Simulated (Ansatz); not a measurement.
# Al2O3: a trial structure relaxed, part 3 of 3

Where does this trial cell of Al2O3 go when cell and atoms are let free?

Ansatz 0.2.0; DFT PBE, scalar-relativistic, plane waves, PAW. The steps go on from the part before.

### Step 4. Full relaxation

The end of the coarse run is made exact in the group found at a tolerance of 0.06 Å and reduced to its primitive cell.

File input.yaml:

```yaml
crystal:
  lattice:
    - [-7.4710668233, 7.4710668233, 4.5220521644]
    - [7.4710668233, -7.4710668233, 4.5220521644]
    - [7.4710668233, 7.4710668233, -4.5220521644]
  atoms:
    - { symbol: Al, position: [0.8927084665, 0.0420158251, 0.8506926414] }
    - { symbol: Al, position: [0.1913231837, 0.0420158251, 0.1493073586] }
    - { symbol: Al, position: [0.7920158251, 0.4413231837, 0.6493073586] }
    - { symbol: Al, position: [0.7920158251, 0.1427084665, 0.3506926414] }
    - { symbol: Al, position: [0.5586768163, 0.2079841749, 0.3506926414] }
    - { symbol: Al, position: [0.8572915335, 0.2079841749, 0.6493073586] }
    - { symbol: Al, position: [0.9579841749, 0.8086768163, 0.8506926414] }
    - { symbol: Al, position: [0.9579841749, 0.1072915335, 0.1493073586] }
    - { symbol: O, position: [0.875, 0.125, 0.75] }
    - { symbol: O, position: [0.901948828, 0.901948828, 0.803897656] }
    - { symbol: O, position: [0.901948828, 0.098051172, 0.0] }
    - { symbol: O, position: [0.375, 0.125, 0.25] }
    - { symbol: O, position: [0.098051172, 0.901948828, 0.0] }
    - { symbol: O, position: [0.098051172, 0.098051172, 0.196102344] }
    - { symbol: O, position: [0.651948828, 0.348051172, 0.5] }
    - { symbol: O, position: [0.848051172, 0.348051172, 0.696102344] }
    - { symbol: O, position: [0.875, 0.625, 0.75] }
    - { symbol: O, position: [0.651948828, 0.151948828, 0.303897656] }
    - { symbol: O, position: [0.848051172, 0.151948828, 0.5] }
    - { symbol: O, position: [0.875, 0.125, 0.25] }
basis:
  ecutwfc: 420
kpoints:
  mp_grid: { grid: [4, 4, 4] }
hamiltonian:
  xc: pbe
scf:
  occupations: { method: gaussian, width: 0.02 }
output:
  forces: true
  stress: true
  eigenvalues: true
  write_density: true
  write_potential: true
  elf: true
  volumetric_format: npy
relax:
  adjacent_minimum: "off"
  f_tol: 0.01
  max_steps: 80
  cell: { stress_tol: 0.05 }
```

Launch:

```sh
$ ansatz run input.yaml --threads 1 --pin off --max-ram 2560MiB --backend cpu --events-out ev --progress --plain --runs-dir out
```

Output:

```text
Warning: RAYON_NUM_THREADS=1 ignored (pool sized by the plan → 1); use --threads N
Engine: ansatz 0.2.0, x86_64-unknown-linux-gnu
Pseudopotentials: kind: paw
Pseudopotential: Al, paw, valence charge 3, recommended cutoff 420 eV (normal), Al.paw.azcp
Pseudopotential: O, paw, valence charge 6, recommended cutoff 420 eV (normal), O.paw.azcp
Functional definition: PBE
  parameter kappa = 0.804
  parameter beta = 0.06672455060314922
  exchange = pbe_x(kappa = kappa, mu = beta*pi^2/3)
  correlation = pbe_c(beta = beta)
Crystal: 20 atoms, lattice volume = 1009.627 Å³
Basis set: ecut = 420 eV, 19707 PW (Γ), exchange–correlation on 160×160×160 points (8 copies of the dense FFT grid, shifted against one another)
Bands: 68, of which v1, the nominal top of the filled ones, is band 48 counted from 1 (47 counted from 0)
Symmetry: 16 space group operations
Space group: I41/amd (ITA 141), of the structure as read, at distance tolerance 1.0e-4 Å
k-points: 13 of 64
Non-local potential: Al, projectors of the file, l = 0: 2, l = 1: 2, l = 2: 1
Non-local potential: O, projectors of the file, l = 0: 2, l = 1: 2, l = 2: 1
PAW form: soft (Blöchl's): semilocal exchange-correlation on the pseudo side does not see the compensation charge
PAW one-centre angular grid: Al, 110 points (default); XC on 64 Gauss nodes
PAW one-centre angular grid: O, 110 points (default); XC on 64 Gauss nodes
Initial density: superposition of atomic densities (neutral atoms: chi_scale 0, normalization atom), corrected by the library's trained network
Initial wavefunctions: pseudopotential atomic-orbital guess
Functional: x = pbe(κ = 0.804, μ = 0.2195149727645171), c = pbe(β = 0.06672455060314922)
SCF iter   1: F=—  HF=-11127.466817 eV  |F-HF|=—  |Δ(HF+E_count)|=         —  Δρ=1.46e-3  dr2=2.21e-2  ethr=1.77e-3  ⟨swp⟩=6.1  Hψ=4043  notcnv=0  defer=53
preconditioner: auto → Resta (q_TF=auto, 1.843 Å⁻¹)  ε∞=1.9  [insulator: Δε(μ)=3.717 eV  Ē_g=12.141 eV  σ=0.020 eV  W_gap=1.00  n_scr=102 (ndim 8)  ℏωp=11.5 eV  f_vac=0.624  D(μ)=0.00/eV (n_scr^D=0)  ε∞_Penn≈1.9  vacuum switching on, ρ_ref=1.1e-2 e/Å³]
SCF iter   2: F=—  HF=-11127.489227 eV  |F-HF|=—  |Δ(HF+E_count)|=   2.24e-2  Δρ=6.60e-4  dr2=5.61e-3  ethr=2.31e-5  ⟨swp⟩=2.2  Hψ=1524  notcnv=0  defer=203
SCF iter   3: F=—  HF=-11127.506111 eV  |F-HF|=—  |Δ(HF+E_count)|=   1.69e-2  Δρ=6.14e-4  dr2=3.08e-3  ethr=5.84e-6  ⟨swp⟩=3.2  Hψ=1361  notcnv=0  defer=203
SCF iter   4: F=—  HF=-11127.506009 eV  |F-HF|=—  |Δ(HF+E_count)|=   1.02e-4  Δρ=8.04e-5  dr2=7.12e-5  ethr=3.21e-6  ⟨swp⟩=2.7  Hψ=1323  notcnv=0  defer=203
SCF iter   5: F=—  HF=-11127.506265 eV  |F-HF|=—  |Δ(HF+E_count)|=   2.56e-4  Δρ=5.77e-5  dr2=2.51e-5  ethr=7.41e-8  ⟨swp⟩=2.0  Hψ=1519  notcnv=0  defer=203
SCF iter   6: F=—  HF=-11127.506261 eV  |F-HF|=—  |Δ(HF+E_count)|=   4.05e-6  Δρ=1.24e-5  dr2=1.08e-6  ethr=2.61e-8  ⟨swp⟩=2.1  Hψ=1246  notcnv=0  defer=203
SCF iter   7: F=-11127.506265 eV  HF=-11127.506265 eV  |F-HF|=7.41e-8  |Δ(HF+E_count)|=   3.87e-6  Δρ=2.24e-6  dr2=3.27e-8  ethr=1.04e-10  ⟨swp⟩=18.6  Hψ=7741  notcnv=0
SCF 1 converged in 7 iterations: F = -11127.506265 eV  dr2 = 3.27e-8
relax step   1: F+E_penalty+E_count = -11127.50626507 eV  Δ(F+E_penalty+E_count) = +0.000e0 eV  max|allowed force component| = 3.111e-2 eV/Å  Δτ_max = 0.0000 Å  P = +0.027 GPa  Ω = 1009.627 Å³  (7 SCF iters, dr2 threshold 1.00e-7 eV, accepted)
[... 13 lines left out ...]
relax step   2: F+E_penalty+E_count = -11127.50636026 eV  Δ(F+E_penalty+E_count) = -9.520e-5 eV  max|allowed force component| = 1.594e-2 eV/Å  Δτ_max = 0.0024 Å  P = +0.014 GPa  Ω = 1009.910 Å³  energy of the carried Pulay correction = -2.533e-4 eV  (6 SCF iters, dr2 threshold 6.05e-8 eV, accepted)
[... 11 lines left out ...]
relax step   3: F+E_penalty+E_count = -11127.50641960 eV  Δ(F+E_penalty+E_count) = -5.934e-5 eV  max|allowed force component| = 1.174e-2 eV/Å  Δτ_max = 0.0017 Å  P = -0.007 GPa  Ω = 1010.155 Å³  energy of the carried Pulay correction = -4.724e-4 eV  (6 SCF iters, dr2 threshold 1.59e-8 eV, accepted)
[... 12 lines left out ...]
relax step   4: F+E_penalty+E_count = -11127.50830719 eV  Δ(F+E_penalty+E_count) = -1.888e-3 eV  max|allowed force component| = 2.359e-3 eV/Å  Δτ_max = 0.0022 Å  P = +0.006 GPa  Ω = 1008.189 Å³  energy of the carried Pulay correction = +1.286e-3 eV  (7 SCF iters, dr2 threshold 8.62e-9 eV, accepted)
[... 9 lines left out ...]
relax step   5: F+E_penalty+E_count = -11127.50701707 eV  Δ(F+E_penalty+E_count) = +1.290e-3 eV  max|allowed force component| = 2.353e-3 eV/Å  Δτ_max = 0.0000 Å  P = +0.003 GPa  Ω = 1008.189 Å³  stress off target by 6.10e-3 GPa  SCF on the basis re-selected at this cell (its energy is not comparable with the rows above)  (5 SCF iters)
basis re-selected at this cell: Δ(F+E_penalty+E_count) = +1.290e-3 eV, ΔP = -0.003 GPa vs the last step (what re-selecting the basis moved, of the pressure what is left beyond the Pulay correction that the steps carried, after the strain that the cell walked since its last selection, with what the two solves' SCF thresholds leave and, on support functions, any second-order correction that the steps lacked; it is no measure of the basis error at this ecutwfc). This SCF's stress stands 6.10e-3 GPa from its target on what of the cell is left free (relax.cell.stress_tol is 5.00e-2 GPa) and its largest allowed force component is 2.35e-3 eV/Å (relax.f_tol is 1.00e-2 eV/Å): within both
WARN: The output density's exchange-correlation potential varies sharply where the density is thin. Do not read a vacuum level from v_tot or v_xc, or from such a field of the output density. On a cell that repeats whose density bears no net charge and no dipole along the vacuum's axis use v_es (v_loc + v_h of the components); under efield.dipole_correction with no amplitude use v_es + v_field, which holds any external_charges[].barrier, or the levels of the report's work_function block, which leave it out; under a non-zero efield.amplitude the vacuum is tilted and has no level; on a cell that repeats and bears such a dipole with no correction it is tilted too, and efield.dipole_correction with no amplitude gives each side of its ramp a level where efield: is served; in a cell that repeats whose density bears a net charge (total_charge, or a fill off its count) it is curved and has none; of a slab under crystal.periodic whose density bears no net charge use v_es, which has a level on each side, short of where the two are joined; of another it falls or rises all the way out and has none; of a slab beside external_charges read slab_vacuum_level instead, which it has where they leave it neutral. The grid or the basis barely resolves most such structure, and the values can differ between equally converged runs; as a rule a tighter scf.convergence.dr2_threshold does not remove it. Where the density itself ripples (under the LDA too) a higher basis.ecutwfc lessens it. The files hold the spikes' plane waves up to the density's cutoff. Files: v_tot_of_output_density and the like, and their columns of v_z.tsv (output.write_potential); v_xc_of_output_density and the like, and their columns of v_comp_z.tsv (output.write_potential_components). Measured: with its Gaussian average of σ = 0.25 Å subtracted twice, the exchange-correlation potential is over 0.1 eV at 28978 of the grid points where the equally averaged density (valence and model cores) is under 1e-3 e/Å³, and 1.10 eV at the most among them, at an averaged density of 1.3e-5 e/Å³. The input density's (outcome.potential() and, of a run that writes arrays, v_tot and v_xc) is over 0.1 eV, so measured, at 28850 points of its own thin density, 1.30 eV at the most. See output.write_potential in the manual, Limitations
SCF converged after 5 iterations
Free energy (F): -11127.507017 eV
Harris-Foulkes:  -11127.507017 eV  (|F-HF|=8.15e-8)
Internal energy: -11127.507017 eV  (E = F + TS)
E sigma→0 (E₀):  -11127.507017 eV
Fermi energy:    -2.135130 eV
--- Per-component energies (eV) ---
  E_band       = -928.339137
  E_kinetic    = 2310.977387
  E_local      = -12581.938535  (includes V_loc(G=0)·N_el)
  E_nonlocal   = 658.923508
  E_hartree    = 5255.303754
  E_xc         = -1202.994444
  E_vxc        = -1359.059640  (∫ρ·V_xc dr)
  E_paw        = -5645.363785  (= ΣΔE_a)
  E_vpaw       = -467.880008  (= ΣTr[D̂ρ^β])
  E_aug_tail   = 0.030300  (compensation charges beyond the density's cutoff)
  E_ewald      = 77.554799
  E_smearing   = -0.000000  (= −TS)
  E_closure    = -0.000000  (closes the sum)
  Σ components = -11127.507017   (vs F -11127.507017, Δ=0.00e0)
--- Forces (eV/Å), atoms counted from 1 ---
  atom   1  Al    -0.00000000     0.00235318    -0.00104514
  atom   2  Al     0.00000000    -0.00235318    -0.00104514
  atom   3  Al    -0.00235318     0.00000000    -0.00104514
  atom   4  Al     0.00235318     0.00000000    -0.00104514
  atom   5  Al     0.00000000     0.00235318     0.00104514
  atom   6  Al    -0.00000000    -0.00235318     0.00104514
  atom   7  Al     0.00235318     0.00000000     0.00104514
  atom   8  Al    -0.00235318     0.00000000     0.00104514
  atom   9  O     -0.00000000     0.00000000     0.00000000
  atom  10  O     -0.00124736    -0.00124736     0.00000000
  atom  11  O      0.00124736    -0.00124736     0.00000000
  atom  12  O     -0.00000000     0.00000000     0.00000000
  atom  13  O     -0.00124736     0.00124736    -0.00000000
  atom  14  O      0.00124736     0.00124736    -0.00000000
  atom  15  O      0.00124736    -0.00124736    -0.00000000
  atom  16  O      0.00124736     0.00124736     0.00000000
  atom  17  O      0.00000000     0.00000000     0.00000000
  atom  18  O     -0.00124736    -0.00124736    -0.00000000
  atom  19  O     -0.00124736     0.00124736    -0.00000000
  atom  20  O      0.00000000     0.00000000     0.00000000
  max |Σ_I F_I| component: 1.48e-18 eV/Å
--- Stress (GPa, compression-positive) ---
        0.006099       0.000000      -0.000000
        0.000000       0.006099       0.000000
        0.000000       0.000000      -0.002476
  P = ⅓ Tr σ = 0.0032 GPa (0.032 kbar)
--- Band table (eV; the first three rows and the last of 13) ---
  k-point 0: bands = ["-20.9004", "-20.6802", "-20.6523", "-20.6523", "-20.4322", "-20.3905", "-20.3905", "-20.1731", "-20.1480", "-20.1480", "-20.1089", "-20.1066", "-9.5843", "-8.9440", "-8.9440", "-8.5554", "-8.1575", "-7.9117", "-7.9117", "-7.2801", "-7.1187", "-7.1187", "-7.0728", "-6.9322", "-6.1373", "-6.1311", "-6.0583", "-5.7889", "-5.7325", "-5.7325", "-5.3580", "-5.3547", "-5.3140", "-5.3140", "-5.1263", "-5.1263", "-5.0313", "-5.0313", "-4.9755", "-4.9755", "-4.9712", "-4.9674", "-4.8079", "-4.5346", "-4.5267", "-4.5267", "-4.3448", "-3.9755", "-0.2947", "0.9306", "1.0818", "1.0818", "1.9997", "2.1624", "2.3493", "2.3712", "2.4237", "2.4980", "2.4980", "2.7699", "2.7699", "2.7748", "2.9221", "2.9221", "2.9849", "3.7777", "3.7879", "3.7879"]
[... 3 lines left out ...]
--- Relaxed structure (4 steps of the walk, 4 accepted, 1 SCFs on fresh bases) ---
  F+E_penalty+E_count = -11127.50701707 eV   max|allowed force component| = 2.353e-3 eV/Å   (the final SCF, on the basis selected at the relaxed cell)
  cell:  # Å, volume = 1008.1889 Å³
    - [-7.480758113254186, 7.480758113254186, 4.503920420826409]
    - [7.480758113254186, -7.480758113254186, 4.503920420826409]
    - [7.480758113254186, 7.480758113254186, -4.503920420826409]
  atoms:
    - { symbol: Al, position: [0.8929225637778552, 0.042119685781351175, 0.850802877996504] }
    - { symbol: Al, position: [0.19131680778484722, 0.042119685781351245, 0.14919712200349597] }
    - { symbol: Al, position: [0.7921196857813513, 0.44131680778484716, 0.649197122003496] }
    - { symbol: Al, position: [0.7921196857813513, 0.1429225637778552, 0.350802877996504] }
    - { symbol: Al, position: [0.5586831922151526, 0.20788031421864875, 0.35080287799650395] }
    - { symbol: Al, position: [0.8570774362221447, 0.2078803142186487, 0.649197122003496] }
    - { symbol: Al, position: [0.9578803142186486, 0.8086831922151525, 0.8508028779965039] }
    - { symbol: Al, position: [0.9578803142186487, 0.10707743622214483, 0.1491971220034961] }
    - { symbol: O, position: [0.875, 0.12499999999999999, 0.75] }
    - { symbol: O, position: [0.9022099281677818, 0.9022099281677818, 0.8044198563355638] }
    - { symbol: O, position: [0.9022099281677818, 0.09779007183221805, 0.0] }
    - { symbol: O, position: [0.375, 0.12499999999999997, 0.24999999999999997] }
    - { symbol: O, position: [0.09779007183221805, 0.9022099281677818, 0.0] }
    - { symbol: O, position: [0.09779007183221806, 0.09779007183221806, 0.19558014366443613] }
    - { symbol: O, position: [0.6522099281677819, 0.34779007183221805, 0.5] }
    - { symbol: O, position: [0.8477900718322178, 0.34779007183221805, 0.695580143664436] }
    - { symbol: O, position: [0.8749999999999999, 0.6249999999999999, 0.75] }
    - { symbol: O, position: [0.6522099281677819, 0.15220992816778195, 0.3044198563355639] }
    - { symbol: O, position: [0.8477900718322179, 0.15220992816778195, 0.4999999999999999] }
    - { symbol: O, position: [0.8749999999999999, 0.12499999999999989, 0.25] }
```

Wall time 1.7 min (1 thread of AMD EPYC 9R45 (Zen 5), shared host); peak memory 1.4 GiB.

Relaxation path:

```
step  E - E(step 1) (eV/cell)  largest force component (eV/Å)  pressure (GPa)  volume (Å³)
   1                   0.0000                          0.0311            0.03      1009.63
   2                  -0.0001                          0.0159            0.01      1009.91
   3                  -0.0002                          0.0117           -0.01      1010.16
   4                  -0.0020                          0.0024            0.01      1008.19
   5                  -0.0008                          0.0024            0.00      1008.19
```

Step 1 is the start. Step 5 repeats the geometry before it on a plane-wave basis chosen anew for that cell, so its energy need not be comparable with the rows above.

Lengths and angles in the start's conventional setting:

|  | before | after | change |
| --- | --- | --- | --- |
| a (Å) | 14.942 | 14.962 | +0.1 % |
| b (Å) | 14.942 | 14.962 | +0.1 % |
| c (Å) | 9.044 | 9.008 | -0.4 % |
| volume (Å³/atom) | 50.48 | 50.41 | -0.1 % |
| shortest distance (Å) | 1.681 | 1.683 | +0.1 % |
| space group (0.01 Å) | I4_1/amd | I4_1/amd | same |

The run keeps the 16 symmetry operations of the start, so it could not have lowered the symmetry.

Axes a, b and c in the maps are those of this run's conventional cell (a, b, c = 14.962, 14.962, 9.008 Å).

Density in a lattice plane of the grid's cell (edges 14.96 and 9.01 Å, at 0.000 of the third edge), which holds Al and O.

Ten even steps from '0' (0.00 e/Å³) to '9' (4.78 e/Å³):
```
000002920000000002920000
000002920000000002920000
000000000000000000000000
000000000000000000000000
000000000000000000000000
000000000000000000000000
000000000000000000000000
000000000000000000000000
000000000000000000000000
000000000000000000000000
000000000000000000000000
000000000000000000000000
```
Columns run along the first of these edges and rows up along the second, over one cell in 24 and 12 even steps from the bottom left corner. Atoms in the plane (fractional): Al at (0.65, 0.79), Al at (0.35, 0.79), Al at (0.85, 0.96), Al at (0.15, 0.96), O at (0.75, 0.88), O at (0.25, 0.88).

ELF in the same plane.

Values, 8 rows by 12 columns:
```
0.01 0.12 0.44 0.24 0.44 0.12 0.01 0.12 0.44 0.23 0.44 0.12
0.00 0.01 0.24 0.64 0.01 0.11 0.02 0.11 0.01 0.64 0.24 0.01
0.00 0.00 0.02 0.03 0.06 0.04 0.01 0.04 0.06 0.03 0.02 0.00
0.00 0.00 0.00 0.00 0.00 0.00 0.00 0.00 0.00 0.00 0.00 0.00
0.00 0.00 0.00 0.00 0.00 0.00 0.00 0.00 0.00 0.00 0.00 0.00
0.00 0.00 0.00 0.00 0.00 0.00 0.00 0.00 0.00 0.00 0.00 0.00
0.01 0.04 0.06 0.03 0.02 0.00 0.00 0.00 0.02 0.03 0.06 0.04
0.02 0.11 0.00 0.64 0.24 0.01 0.00 0.01 0.24 0.64 0.01 0.11
```
Columns run along the first of these edges and rows up along the second, over one cell in 12 and 8 even steps from the bottom left corner. Atoms in the plane (fractional): Al at (0.65, 0.79), Al at (0.35, 0.79), Al at (0.85, 0.96), Al at (0.15, 0.96), O at (0.75, 0.88), O at (0.25, 0.88).

Both are smooth fields of the valence electrons: close to the nuclei they are not physical.

Maxima of ELF outside the ion cores: 0.86 in the shell around O, 0.6 Å from O.

### Step 5. What came out

The summary covers parts 1 to 3. Changes of volume or cell count from the first structure of part 1.

```
                                                              quantity                                                                        value
                                symmetry at the end (tolerance 0.02 Å)                                               space group I4_1/amd (No. 141)
                                                     conventional cell  a = 14.962 Å, b = 14.962 Å, c = 9.008 Å, α = 90.00°, β = 90.00°, γ = 90.00°
                                                                volume                                                                50.41 Å³/atom
energy over the elements (uncorrected; H, N, O, F and Cl as molecules)                                                                -2.39 eV/atom
                                                       gap on the mesh                                                                      3.68 eV
```

What this shows: The space group I4_1/amd (No. 141) is kept, and the volume per atom grows by 17.6 % from the first guess. A negative formation energy is needed for stability but isn't enough; other structures and compounds were not set against it here. No finished test with a distortion of lower symmetry is shown, so the end may be a saddle point.
